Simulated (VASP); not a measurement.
The system is InP.

```
In P
1.0
    -5.95979    5.95979    5.95979
     5.95979   -5.95979    5.95979
     5.95979    5.95979   -5.95979
In P
16 16
Direct
  0.50000 0.50000 0.00000
  0.50000 0.75000 0.75000
  0.50000 0.00000 0.50000
  0.75000 0.25000 0.00000
  0.50000 0.25000 0.25000
  0.75000 0.50000 0.75000
  0.75000 0.75000 0.50000
  0.00000 0.00000 0.00000
  0.75000 0.00000 0.25000
  0.00000 0.25000 0.75000
  0.00000 0.50000 0.50000
  0.25000 0.75000 0.00000
  0.00000 0.75000 0.25000
  0.25000 0.00000 0.75000
  0.25000 0.25000 0.50000
  0.25000 0.50000 0.25000
  0.25000 0.50000 0.00000
  0.25000 0.75000 0.75000
  0.25000 0.00000 0.50000
  0.50000 0.25000 0.00000
  0.25000 0.25000 0.25000
  0.50000 0.50000 0.75000
  0.50000 0.75000 0.50000
  0.75000 0.00000 0.00000
  0.50000 0.00000 0.25000
  0.75000 0.25000 0.75000
  0.75000 0.50000 0.50000
  0.00000 0.75000 0.00000
  0.75000 0.75000 0.25000
  0.00000 0.00000 0.75000
  0.00000 0.25000 0.50000
  0.00000 0.50000 0.25000
```

The cell is a database's computed one.

The cell isn't the ideal one: the perfect crystal in a cell of 32 atoms.

Base run:

```yaml
Program: VASP 6.6.1
Functional: PBE
Potentials_or_basis: VASP PAW PBE potentials, release 64 (In_d, P)
Cutoff: 520 eV
k_mesh: 2 × 2 × 2
Occupations: gaussian, width 0.02 eV
Spin: no spin polarisation
```

Its results: band gap on the k mesh 0.44 eV; pressure 0.0 GPa.

**Question.** The run is repeated on the same cell with these changes: k mesh from 2 × 2 × 2 to 2 × 2 × 2, shifted; further incar settings from LREAL = Auto; ALGO = Fast; EDIFF = 1e-07; NBANDS = 166 to LREAL = Auto; ALGO = Fast; EDIFF = 1e-06; NBANDS = 166. What comes out?

**Answer.** Band gap on the k mesh 2.12 eV; pressure 0.0 GPa.

Caveats: spin-orbit coupling is left out, which moves the levels of the heavy elements.

A k mesh can miss the band edges.

Not every run made on this cell is shown here.
